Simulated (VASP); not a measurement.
The system is CdS (Hawleyite).

```
CELL_PARAMETERS angstrom
0.00000 2.91650 2.91650
2.91650 0.00000 2.91650
2.91650 2.91650 0.00000
ATOMIC_POSITIONS crystal
Cd 0.00000 0.00000 0.00000
S 0.25000 0.25000 0.25000
```

* Program: VASP 6.6.1
* Task: relaxation of cell and atoms
* Functional: r2SCAN
* Potentials or basis: VASP PAW PBE potentials, release 64 (Cd, S)
* Cutoff: 600 eV
* k mesh: 8 × 8 × 8
* Occupations: gaussian, width 0.03 eV
* Spin: no spin polarisation

At the start: pressure 1.8 GPa; volume 24.81 Å³/atom.

Q: How do energy, volume and symmetry change on relaxing?

A: Over 3 steps the energy falls by 3.7 meV/atom and the volume is 25.49 Å³/atom (+2.8 %); space group F-43m (No. 216, to 0.05 Å).

Step by step:
| step | energy change (eV) | largest force (eV/Å) | pressure (GPa) | volume (Å³) |
| --- | --- | --- | --- | --- |
| 1 | 0.0000 | 0.0000 | 1.76 | 49.62 |
| 2 | -0.0060 | 0.0000 | -0.70 | 51.60 |
| 3 | -0.0073 | 0.0000 | 0.00 | 50.99 |

Final structure:
```yaml
crystal:
  lattice:
    - [0.00000, 2.94314, 2.94314]
    - [2.94314, 0.00000, 2.94314]
    - [2.94314, 2.94314, 0.00000]
  atoms:
    - { symbol: Cd, position: [0.00000, 0.00000, 0.00000] }
    - { symbol: S, position: [0.25000, 0.25000, 0.25000] }
```

Caveat: the PAW data sets were made with another functional, which shifts forces and pressure a little.
